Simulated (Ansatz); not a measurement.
# GaSb: the cost of one run

Computed with Ansatz 0.2.0 (DFT PBE, scalar-relativistic, plane waves, PAW, unless a step's input says otherwise).

The COD entry's cell or inner coordinates are ideal or old and differ from later refinements, so a difference from it is no clean test against experiment.

16 further runs of the same task are left out: 16 set aside as unsound or not needed.

**1. The structure to begin with**

Symmetry: F-43m, No. 216, cubic system. The conventional cell has a = 6.214 Å, b = 6.214 Å, c = 6.214 Å, α = 90.00°, β = 90.00°, γ = 90.00°. Ga (site symmetry -43m) is surrounded by 4 Sb at 2.69 Å. Sb (site symmetry -43m) is surrounded by 4 Ga at 2.69 Å.

Coordinates:

```
Ga Sb
1.0
     0.00000    3.10692    3.10692
     3.10692    0.00000    3.10692
     3.10692    3.10692    0.00000
Ga Sb
1 1
Direct
  0.00000 0.00000 0.00000
  0.75000 0.75000 0.75000
```

This cell was relaxed beforehand with the same method: volume 29.99 Å³/atom, gap on the mesh none (metal).

**2. What is varied**

The energy is mapped over volume and the cell's shape.

- volume per atom: 7 values from 26.4 to 33.6 Å³
- c/a of the conventional cell: 7 values from 0.923 to 1.083

Nothing else is relaxed (symmetry fixes all fractional coordinates). Energies count from the relaxed crystal. Points are written as (first, second).

**3. Point (26.4 Å³, 0.974)**

File input.yaml:

```yaml
crystal:
  lattice:
    - [0.0, 2.9246763347, 3.0039814449]
    - [3.0039814449, 0.0, 3.0039814449]
    - [3.0039814449, 2.9246763347, 0.0]
  atoms:
    - { symbol: Ga, position: [0.0, 0.0, 0.0] }
    - { symbol: Sb, position: [0.75, 0.75, 0.75] }
basis:
  ecutwfc: 420
kpoints:
  mp_grid: { grid: [14, 14, 14] }
hamiltonian:
  xc: pbe
scf:
  occupations: { method: gaussian, width: 0.15 }
output:
  forces: true
  stress: true
  eigenvalues: true
```

Started as:

```bash
$ ansatz run input.yaml --threads 1 --pin off --max-ram 2048MiB --backend cpu --events-out ev --progress --plain --runs-dir out
```

Q: Estimate wall time and peak memory on 1 thread of Intel Xeon 6975P-C (Granite Rapids), shared host.

About 9.3 s, with a peak of 0.54 GiB.
